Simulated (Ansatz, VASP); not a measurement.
## Two plane-wave programs on Sn

The input INCAR:

```
SYSTEM = Sn
ALGO = Normal
EDIFF = 1E-7
ENCUT = 520
GGA = PS
ISIF = 2
ISMEAR = 0
LASPH = .TRUE.
LCHARG = .TRUE.
LELF = .TRUE.
LREAL = .FALSE.
LVHAR = .TRUE.
LWAVE = .FALSE.
NBANDS = 13
NELM = 100
PREC = Accurate
SIGMA = 0.1
```

KPOINTS

```
k-points
0
G
  6 6 6
  0 0 0
```

POSCAR

```
Sn
1.0
   -1.8946518192      1.8946518192      1.8946518192
    1.8946518192     -1.8946518192      1.8946518192
    1.8946518192      1.8946518192     -1.8946518192
Sn
1
Direct
    0.0000000000      0.0000000000      0.0000000000
```

Input for Ansatz:

```yaml
crystal:
  lattice:
    - [-1.8946518192, 1.8946518192, 1.8946518192]
    - [1.8946518192, -1.8946518192, 1.8946518192]
    - [1.8946518192, 1.8946518192, -1.8946518192]
  atoms:
    - { symbol: Sn, position: [0.0, 0.0, 0.0] }
basis:
  ecutwfc: 420
kpoints:
  mp_grid: { grid: [6, 6, 6] }
hamiltonian:
  xc: pbesol
scf:
  occupations: { method: gaussian, width: 0.1 }
output:
  forces: true
  stress: true
  eigenvalues: true
```

This isn't the form of Sn at room conditions, which is tetragonal (white tin).

Alike in both runs: task single point; functional PBEsol; k mesh 6 × 6 × 6; occupations gaussian, width 0.1 eV; no spin polarisation.

|  | VASP | Ansatz |
| --- | --- | --- |
| version | VASP 6.6.1 | Ansatz 0.2.0 |
| potentials or method | VASP PAW PBE potentials, release 64 (Sn_d) | scalar-relativistic, plane waves, PAW |
| plane-wave cutoff (eV) | 520 | 420 |
| valence electrons in the cell | 14 | 14 |

```csv
,VASP,Ansatz,Ansatz less VASP
gap on the k mesh at the Fermi level (eV),none,none,-
pressure (GPa),-2.2,-2.1,+0.07
```

A gap of «none» marks a metal or a gap that the smearing closes. With one functional, cell and mesh, what is left measures potentials, basis and numerics.

Caveats: the k mesh is coarse (spacing up to 0.39 Å⁻¹), so the values aren't converged; the PAW data sets were made with another functional, which shifts forces and pressure a little (VASP).
